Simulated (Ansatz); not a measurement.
# MgTe (wurtzite): gap against strain (isotropic on every length)

MgTe built on the wurtzite prototype, relaxed with r2SCAN in Ansatz 0.2.0, then strained (isotropic on every length; changes of length per length, axes as in the cell below) with the atoms relaxed again within the symmetry that is left. It is hexagonal, P6_3mc (No. 186); a = 4.578 Å, c = 7.455 Å in the conventional setting, 33.82 Å³ an atom. Mg has 4 Te at 2.80 Å; Te has 4 Mg at 2.80 Å. Spin-unpolarised throughout; all numbers are computed.

```
CELL_PARAMETERS angstrom
4.57764 0.00000 0.00000
-2.28882 3.96435 0.00000
0.00000 0.00000 7.45509
ATOMIC_POSITIONS crystal
Mg 0.33333 0.66667 0.99939
Mg 0.66667 0.33333 0.49939
Te 0.33333 0.66667 0.37561
Te 0.66667 0.33333 0.87561
```

Gaps are the least over each mesh (PBE 6×6×4, r2SCAN 6×6×4, HSE06 6×6×2 when unstrained) and the special points, which keep their unstrained names; stress is the change from the unstrained cell, compression positive.

```tsv
strain (%)	gap, PBE (eV)	gap, r2SCAN (eV)	gap, HSE06 (eV)	edges, HSE06	mean stress, r2SCAN (GPa)	energy rise, r2SCAN (meV/atom)
-4.0	3.044	3.600	3.898	Γ–K (0.02) → M	+5.87	64.2
-3.0	2.891	3.617	3.779	Γ–K (0.02) → Γ	+4.11	34.9
-2.5	2.816	3.542	3.699	Γ–K (0.02) → Γ	+3.31	23.8
-2.0	2.743	3.463	3.621	Γ–K (0.02) → Γ	+2.56	15.0
-1.98	2.740	3.460	3.617	Γ–K (0.02) → Γ	+2.53	14.7
-1.0	2.600	3.309	3.467	Γ–K (0.02) → Γ	+1.20	3.6
0.0	2.461	3.160	3.317	Γ–K (0.02) → Γ	0.00	0.0
+1.0	2.328	3.015	3.172	Γ	-1.05	3.5
+3.0	2.074	2.741	2.895	Γ	-2.76	29.3
+4.0	1.954	2.610	2.763	Γ	-3.45	50.5
```

Between zero and the nearest strains the slope of the HSE06 gap against strain is -0.149 eV per percent for negative and -0.145 for positive strain.

No spin-orbit coupling is included; it can move band edges with weight on the heavy atoms by tenths of an eV.

Where an edge lies off the special points, it is a point of the mesh or the k point where a search put PBE's edge or least direct gap, reused for the other functionals, whose own edges may lie a little apart.

The meshes of the hybrids are coarse, so their gaps aren't converged to the digits shown.
